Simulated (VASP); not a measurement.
# H (I4/mmm) in VASP: notebook

Runs on H. Level: PBE. Tasks: single point.

Program: VASP 6.6.1. These are calculated values, not measurements. Logs are shortened: lines on timing, memory, paths and dates and some standing lists are left out, and cuts for length are marked.

### 1 Starting point

It takes space group I4/mmm (No. 139, tetragonal). Conventional cell: a = 3.383 Å, b = 3.383 Å, c = 4.117 Å, α = 90.00°, β = 90.00°, γ = 90.00°. Around H (site symmetry 4mm) lie 1 H at 0.74 Å.

### 2 Single point, PBE

INCAR reads:

```
SYSTEM = H
PREC = Accurate
ENCUT = 550
EDIFF = 1E-6
ISMEAR = 1
SIGMA = 0.2
LREAL = .False.
LASPH = .True.
NELM = 100
ALGO = Normal
ISIF = 2
LWAVE = .False.
LCHARG = .False.
GGA = PE
NBANDS = 8
ADDGRID = .False.
```

KPOINTS reads:

```
regular mesh
0
Gamma
  5 5 5
  0 0 0
```

POSCAR reads:

```
H
1.0
   -1.6915344700      1.6915344700      2.0584739900
    1.6915344700     -1.6915344700      2.0584739900
    1.6915344700      1.6915344700     -2.0584739900
H
2
Direct
    0.0901377100      0.0901377100      0.0000000000
    0.9098622900      0.9098622900      0.0000000000
```

Potentials or basis: VASP PAW PBE potentials, release 64 (H).

Launch:

```
$ cat potpaw_PBE.64/H/POTCAR > POTCAR
$ mpirun -np 1 vasp_std > vasp.out
```

OUTCAR:

```text
SYSTEM = H
   PREC = Accurate
   ENCUT = 550
   EDIFF = 1E-6
   ISMEAR = 1
   LREAL = .False.
   LASPH = .True.
   NELM = 100
   ISIF = 2
   GGA = PE

 Found     18 irreducible k-points:

 Following reciprocal coordinates:
            Coordinates               Weight
  0.000000  0.000000  0.000000      1.000000
  0.200000 -0.000000  0.000000      8.000000
  0.400000 -0.000000  0.000000      8.000000
  0.200000  0.200000  0.000000      8.000000
  0.400000  0.200000  0.000000     16.000000
 -0.400000  0.200000 -0.000000     16.000000
   k-points           NKPTS =     18   k-points in BZ     NKDIM =     18   number of bands    NBANDS=      8
   number of dos      NEDOS =    301   number of ions     NIONS =      2
   total plane-waves  NPLWV =  13824
   dimension x,y,z NGX =    24 NGY =   24 NGZ =   24
   dimension x,y,z NGXF=    48 NGYF=   48 NGZF=   48
   ions per type =               2
   NGX,Y,Z   is equivalent  to a cutoff of  12.64, 12.64, 12.64 a.u.
   NGXF,Y,Z  is equivalent  to a cutoff of  25.29, 25.29, 25.29 a.u.
 SYSTEM =  H
   PREC   = accura    normal or accurate (medium, high low for compatibility)
   ISTART =      0    job   : 0-new  1-cont  2-samecut
   ICHARG =      2    charge: 1-file 2-atom 10-const
   ISPIN  =      1    spin polarized calculation?
   LNONCOLLINEAR =      F non collinear calculations
   LSORBIT =      F    spin-orbit coupling
   LASPH  =      T    aspherical Exc in radial PAW
   ENCUT  =  550.0 eV  40.42 Ry    6.36 a.u.   6.03  6.03  6.03*2*pi/ulx,y,z
   NELM   =    100;   NELMIN=  2; NELMDL= -5     # of ELM steps
   EDIFF  = 0.1E-05   stopping-criterion for ELM
   LREAL  =      F    real-space projection
   EDIFFG = 0.1E-04   stopping-criterion for IOM
   NSW    =      0    number of steps for IOM
   IBRION =     -1    ionic relax: 0-MD 1-quasi-New 2-CG
   NFREE  =      0    steps in history (QN), initial steepest desc. (CG)
   ISIF   =      2    stress and relaxation
   ISYM   =      2    0-nonsym 1-usesym 2-fastsym
   POTIM  = 0.5000    time-step for ionic-motion
   TEBEG  =    0.0;   TEEND  =   0.0 temperature during run
   PSTRESS=    0.0 pullay stress
   NELECT =       2.0000    total number of electrons
   NUPDOWN=      -1.0000    fix difference up-down
   EMIN   =  10.00;   EMAX   =-10.00  energy-range for DOS
   EFERMI =   0.00;   METHOD = LEGACY
   ISMEAR =     1;   SIGMA  =   0.20  broadening in eV -4-tet -1-fermi 0-gaus
   EFERMI_NEDOS =   21; number of points for ismear=-14 and -15
   IALGO  =     38    algorithm
   IMIX   =      4    mixing-type and parameters
     AMIX     =   0.40;   BMIX     =  1.00
     AMIX_MAG =   1.60;   BMIX_MAG =  1.00
  volume/ion in A,a.u.               =      11.78        79.49
  Fermi-wavevector in a.u.,A,eV,Ry     =   0.719497  1.359653  7.043413  0.517676
  Thomas-Fermi vector in A             =   1.808708
   LORBIT       =      0    0 simple, 1 ext, 2 COOP (PROOUT), +10 PAW based schemes
   GGA     = PE    functional components
   LHFCALC =     F    Hartree Fock is set to
   AEXX    =    0.0000 exact exchange contribution
   IVDW    =     0    specifies the selected vdW correction
   LEPSILON=     F    determine dielectric tensor
   LRPA    =     F    only Hartree local field effects (RPA)
 non-spin polarized calculation
 Methfessel and Paxton  Order N= 1 SIGMA  =   0.20
  energy-cutoff  :      550.00
  volume of cell :       23.56
 maximum number of plane-waves:       716
   NGX = 11   NGY = 11   NGZ = 11

 number of electron       2.0000000 magnetization

 Free energy of the ion-electron system (eV)
  ---------------------------------------------------
  ext. energy  EPLUGINS =         0.00000000
  ---------------------------------------------------
  free energy    TOTEN  =        -6.78144549 eV

  energy without entropy =       -6.78273647  energy(sigma->0) =       -6.78187581

 E-fermi :  -8.1535     XC(G=0):  -5.3457

 val. band max:       -8.2838289409   @ k =  -0.4000   0.4000   0.4000
 cond. band min:       1.1943108594   @ k =   0.4000  -0.0000   0.0000
 fundamental gap:      9.4781398003
 Fermi energy:        -8.1534543148

 k-point     1 :       0.0000    0.0000    0.0000
  band No.  band energies     occupation
      1     -10.5232      2.00000
      2       5.4430      0.00000
      3       8.9324      0.00000
      4      15.3800      0.00000
      5      15.3800      0.00000
      6      17.4538      0.00000
      7      17.4538      0.00000
      8      18.9752      0.00000

 k-point     2 :       0.2000   -0.0000    0.0000
  band No.  band energies     occupation
      1     -10.0655      2.00000
      2       3.6356      0.00000
      3       9.4592      0.00000
      4      12.2879      0.00000
      5      13.5479      0.00000
      6      17.3318      0.00000
      7      18.0621      0.00000
      8      18.8418      0.00000

 k-point     3 :       0.4000   -0.0000    0.0000
  band No.  band energies     occupation
      1      -9.1529      2.00000
      2       1.1943      0.00000
      3       9.0014      0.00000
      4      10.7003      0.00000
      5      12.3111      0.00000
      6      15.3552      0.00000
      7      17.2698      0.00000
      8      19.0054      0.00000

 k-point     4 :       0.2000    0.2000    0.0000
  band No.  band energies     occupation
      1      -9.3967      2.00000
      2       2.0558      0.00000
      3       7.9921      0.00000
      4      10.5211      0.00000
      5      13.4614      0.00000
      6      16.4787      0.00000
      7      18.4953      0.00000
      8      19.4199      0.00000

 k-point     5 :       0.4000    0.2000    0.0000
  band No.  band energies     occupation
      1      -8.8062      2.00004
      2       1.4070      0.00000
      3       5.9104      0.00000
      4       9.8278      0.00000
      5      12.3124      0.00000
      6      16.2753      0.00000
      7      19.1379      0.00000
      8      22.2894      0.00000

 k-point     6 :      -0.4000    0.2000   -0.0000
  band No.  band energies     occupation
      1      -9.2575      2.00000
      2       2.5801      0.00000
      3       6.6015      0.00000
      4      10.0613      0.00000
      5      11.7012      0.00000
      6      17.0511      0.00000
      7      17.3888      0.00000
      8      20.3388      0.00000

 [... further k-points ...]

------------------------ aborting loop because EDIFF is reached ----------------------------------------

  FORCE on cell =-STRESS in cart. coord.  units (eV):
  Direction    XX          YY          ZZ          XY          YZ          ZX
  --------------------------------------------------------------------------------------
  -------------------------------------------------------------------------------------
  Total        0.0356919      0.0356919      0.2321209      0.0000000      0.0000000      0.0000000
  in kB        2.4272392      2.4272392     15.7854760      0.0000000      0.0000000      0.0000000
  external PRESSURE =       6.8799848 kB  Pullay stress =       0.0000000 kB

 VOLUME and BASIS-vectors are now :
 -----------------------------------------------------------------------------
  energy-cutoff  :      550.00
  volume of cell :       23.56
      direct lattice vectors                 reciprocal lattice vectors
    -1.691534470  1.691534470  2.058473990     0.000000000  0.295589602  0.242898381
     1.691534470 -1.691534470  2.058473990     0.295589602  0.000000000  0.242898381
     1.691534470  1.691534470 -2.058473990     0.295589602  0.295589602  0.000000000

 POSITION                                       TOTAL-FORCE (eV/Angst)
 -----------------------------------------------------------------------------------
      0.00000      0.00000      0.37109         0.000000      0.000000      0.261579
      0.00000      0.00000      3.74586        -0.000000     -0.000000     -0.261579
 -----------------------------------------------------------------------------------
    total drift:                               -0.000000      0.000000      0.000000

  FREE ENERGIE OF THE ION-ELECTRON SYSTEM (eV)
  ---------------------------------------------------
  free  energy   TOTEN  =        -6.7814454872 eV

  energy  without entropy=       -6.7827364703  energy(sigma->0) =       -6.78187581
```

It took 4 s on 1 thread of Intel Xeon Platinum 8259CL at 2.50GHz (Skylake/Cascade Lake), shared host; peak memory 0.12 GiB.

These settings aren't checked as converged: the numbers below hold their error.

Results:

```yaml
Free_energy: -6.7814 eV
Pressure: 0.7 GPa
Largest_force: 0.262 eV/Å
Band_gap_on_the_k_mesh: 9.48 eV, indirect (least direct gap 10.16 eV)
```

Caveat: the k mesh is coarse (spacing up to 0.53 Å⁻¹), so the values aren't converged; an odd mesh through Γ misses points on the zone boundary, where band edges often lie.

### 3 Single point, PBE

Changes to INCAR since step 2:

```diff
@@ -2,3 +2,3 @@
 PREC = Accurate
-ENCUT = 550
+ENCUT = 400
 EDIFF = 1E-6
```

KPOINTS reads:

```
regular mesh
0
Gamma
  6 6 6
  0 0 0
```

POSCAR is that of step 2.

Potentials or basis: VASP PAW PBE potentials, release 64 (H).

Launch:

```
$ cat potpaw_PBE.64/H/POTCAR > POTCAR
$ mpirun -np 1 vasp_std > vasp.out
```

Run time: 6.3 s. Hardware: 1 thread of Intel Xeon Platinum 8259CL at 2.50GHz (Skylake/Cascade Lake), shared host; peak memory 0.12 GiB.

The run converged, but some of its settings lie outside the range that counts as converged, so its numbers aren't taken as properties of the crystal.

What came out:

| Property | Result |
| --- | --- |
| Free energy | -6.7686 eV |
| Pressure | 0.0 GPa |
| Largest force | 0.287 eV/Å |
| Band gap on the k mesh | 8.94 eV, indirect (least direct gap 9.74 eV) |

Caveat: the k mesh is coarse (spacing up to 0.44 Å⁻¹), so the values aren't converged.

### 4 Single point, PBE

Changes to INCAR since step 3:

```diff
@@ -2,3 +2,3 @@
 PREC = Accurate
-ENCUT = 400
+ENCUT = 450
 EDIFF = 1E-6
```

KPOINTS is that of step 3.

POSCAR is that of step 3.

Launch:

```
$ cat potpaw_PBE.64/H/POTCAR > POTCAR
$ mpirun -np 1 vasp_std > vasp.out
```

Wall time 5.8 s (1 thread of Intel Xeon Platinum 8259CL at 2.50GHz (Skylake/Cascade Lake), shared host); peak memory 0.12 GiB.

The run converged, but some of its settings lie outside the range that counts as converged, so its numbers aren't taken as properties of the crystal.

Results:

```yaml
Free_energy: -6.7761 eV
Pressure: 0.3 GPa
Largest_force: 0.276 eV/Å
Band_gap_on_the_k_mesh: 8.93 eV, indirect (least direct gap 9.74 eV)
```

Caveat: the k mesh is coarse (spacing up to 0.44 Å⁻¹), so the values aren't converged.

### 5 Single point, PBE

Changes to INCAR since step 4:

```diff
@@ -5,3 +5,3 @@
 ISMEAR = 1
-SIGMA = 0.2
+SIGMA = 0.1
 LREAL = .False.
```

KPOINTS is that of step 4.

POSCAR is that of step 4.

Potentials or basis: VASP PAW PBE potentials, release 64 (H).

Launch:

```
$ cat potpaw_PBE.64/H/POTCAR > POTCAR
$ mpirun -np 1 vasp_std > vasp.out
```

OUTCAR:

```text
SYSTEM = H
   PREC = Accurate
   ENCUT = 450
   EDIFF = 1E-6
   ISMEAR = 1
   LREAL = .False.
   LASPH = .True.
   NELM = 100
   ISIF = 2
   GGA = PE

 Found     30 irreducible k-points:

 Following reciprocal coordinates:
            Coordinates               Weight
  0.000000  0.000000  0.000000      1.000000
  0.166667 -0.000000  0.000000      8.000000
  0.333333 -0.000000  0.000000      8.000000
  0.500000 -0.000000  0.000000      4.000000
  0.166667  0.166667  0.000000      8.000000
  0.333333  0.166667  0.000000     16.000000
   k-points           NKPTS =     30   k-points in BZ     NKDIM =     30   number of bands    NBANDS=      8
   number of dos      NEDOS =    301   number of ions     NIONS =      2
   total plane-waves  NPLWV =  13824
   dimension x,y,z NGX =    24 NGY =   24 NGZ =   24
   dimension x,y,z NGXF=    48 NGYF=   48 NGZF=   48
   ions per type =               2
   NGX,Y,Z   is equivalent  to a cutoff of  12.64, 12.64, 12.64 a.u.
   NGXF,Y,Z  is equivalent  to a cutoff of  25.29, 25.29, 25.29 a.u.
 SYSTEM =  H
   PREC   = accura    normal or accurate (medium, high low for compatibility)
   ISTART =      0    job   : 0-new  1-cont  2-samecut
   ICHARG =      2    charge: 1-file 2-atom 10-const
   ISPIN  =      1    spin polarized calculation?
[... 62 lines left out ...]
 k-point     1 :       0.0000    0.0000    0.0000
  band No.  band energies     occupation
      1     -10.5214      2.00000
      2       5.4488      0.00000
      3       8.9357      0.00000
      4      15.3798      0.00000
      5      15.3798      0.00000
      6      17.4505      0.00000
      7      17.4505      0.00000
      8      18.9858      0.00000
[... 45 lines left out ...]
 k-point     6 :       0.3333    0.1667    0.0000
  band No.  band energies     occupation
      1      -8.9968      2.00000
      2       1.3869      0.00000
      3       6.9095      0.00000
      4      10.2271      0.00000
      5      12.9279      0.00000
      6      16.1039      0.00000
      7      18.3935      0.00000
      8      20.7454      0.00000

 [... further k-points ...]

------------------------ aborting loop because EDIFF is reached ----------------------------------------

  FORCE on cell =-STRESS in cart. coord.  units (eV):
  Direction    XX          YY          ZZ          XY          YZ          ZX
  --------------------------------------------------------------------------------------
  -------------------------------------------------------------------------------------
  Total       -0.0131533     -0.0131533      0.1780988      0.0000000      0.0000000      0.0000000
  in kB       -0.8944929     -0.8944929     12.1116836      0.0000000      0.0000000      0.0000000
  external PRESSURE =       3.4408993 kB  Pullay stress =       0.0000000 kB

 VOLUME and BASIS-vectors are now :
 -----------------------------------------------------------------------------
  energy-cutoff  :      450.00
  volume of cell :       23.56
      direct lattice vectors                 reciprocal lattice vectors
    -1.691534470  1.691534470  2.058473990     0.000000000  0.295589602  0.242898381
     1.691534470 -1.691534470  2.058473990     0.295589602  0.000000000  0.242898381
     1.691534470  1.691534470 -2.058473990     0.295589602  0.295589602  0.000000000

 POSITION                                       TOTAL-FORCE (eV/Angst)
 -----------------------------------------------------------------------------------
      0.00000      0.00000      0.37109         0.000000      0.000000      0.274729
      0.00000      0.00000      3.74586        -0.000000     -0.000000     -0.274729
 -----------------------------------------------------------------------------------
    total drift:                               -0.000000      0.000000     -0.000000

  FREE ENERGIE OF THE ION-ELECTRON SYSTEM (eV)
  ---------------------------------------------------
  free  energy   TOTEN  =        -6.7764659050 eV

  energy  without entropy=       -6.7765158690  energy(sigma->0) =       -6.77648256
```

OSZICAR:

```text
N       E                     dE             d eps       ncg     rms          rms(c)
DAV:   1    -0.706091055179E+01   -0.70609E+01   -0.46243E+02   480   0.146E+02
DAV:   2    -0.734708825141E+01   -0.28618E+00   -0.28618E+00   648   0.935E+00
DAV:   3    -0.734748137314E+01   -0.39312E-03   -0.39312E-03   568   0.340E-01
DAV:   4    -0.734748187182E+01   -0.49867E-06   -0.49898E-06   704   0.112E-02
DAV:   5    -0.734748187203E+01   -0.21346E-09   -0.32623E-09   584   0.166E-04    0.446E+00
DAV:   6    -0.695717920502E+01    0.39030E+00   -0.20711E-01   496   0.135E+00    0.244E+00
DAV:   7    -0.677294944822E+01    0.18423E+00   -0.45603E-01   528   0.212E+00    0.279E-01
DAV:   8    -0.677743880769E+01   -0.44894E-02   -0.87777E-03   496   0.336E-01    0.177E-01
DAV:   9    -0.677645041363E+01    0.98839E-03   -0.24236E-03   592   0.166E-01    0.134E-02
DAV:  10    -0.677646079532E+01   -0.10382E-04   -0.34638E-05   568   0.353E-02    0.362E-03
DAV:  11    -0.677646546091E+01   -0.46656E-05   -0.36711E-06   520   0.114E-02    0.231E-03
DAV:  12    -0.677646590505E+01   -0.44414E-06   -0.65947E-08   632   0.140E-03
   1 F= -.67764659E+01 E0= -.67764826E+01  d E =0.499639E-04
```

Run time: 6.8 s. Hardware: 1 thread of Intel Xeon Platinum 8259CL at 2.50GHz (Skylake/Cascade Lake), shared host; peak memory 0.12 GiB.

These settings aren't checked as converged: the numbers below hold their error.

Results:

| Item | Value |
| --- | --- |
| Free energy | -6.7765 eV |
| Pressure | 0.3 GPa |
| Largest force | 0.275 eV/Å |
| Band gap on the k mesh | 8.93 eV, indirect (least direct gap 9.74 eV) |

Caveat: the k mesh is coarse (spacing up to 0.44 Å⁻¹), so the values aren't converged.

(Continued in part 2 of 2.)
